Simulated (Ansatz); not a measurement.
# InP (F-43m) in Ansatz: equation of state

How stiff is InP in PBEsol, and what volume does it want? The cell is scaled to several volumes.

All numbers are computed with Ansatz 0.2.0; they aren't measurements. Logs are shortened: lines on timing, memory, paths and dates and some standing lists are left out, and cuts for length are marked.

**Measured values to compare with.**

From a printed reference work, data compilation, for a bulk crystal of InP: bulk modulus 71 GPa.

The runs below are set against these values where they give the same quantity.

**1. The structure**

It takes space group F-43m (No. 216, cubic). Conventional cell: a = 5.861 Å, b = 5.861 Å, c = 5.861 Å, α = 90.00°, β = 90.00°, γ = 90.00°. In (site symmetry -43m) has 4 P at 2.54 Å as nearest neighbours. P (site symmetry -43m) has 4 In at 2.54 Å as nearest neighbours.

**2. Equation of state, PBEsol**

Potentials or basis: all-electron LAPW, scalar-relativistic.

This step only gathers the single runs of the series.

Results:

| Property | Result |
| --- | --- |
| Equilibrium volume | 25.39 Å³/atom |
| Bulk modulus | 67 GPa |
| Pressure derivative of the bulk modulus | 4.6 |

Energy against volume, from the lowest point:
```tsv
volume (Å³/atom)	energy (meV/atom)
23.657	27.66
24.160	13.17
24.663	4.14
25.167	0.00
25.670	0.24
26.173	4.38
26.677	12.02
```

**3. Against experiment**

Step 2. A measured bulk modulus of InP is 71 GPa (a printed reference work, data compilation); the calculated 67 GPa misses it by -6.0 %. The fit is for a static lattice scaled at fixed shape and fixed fractional positions.
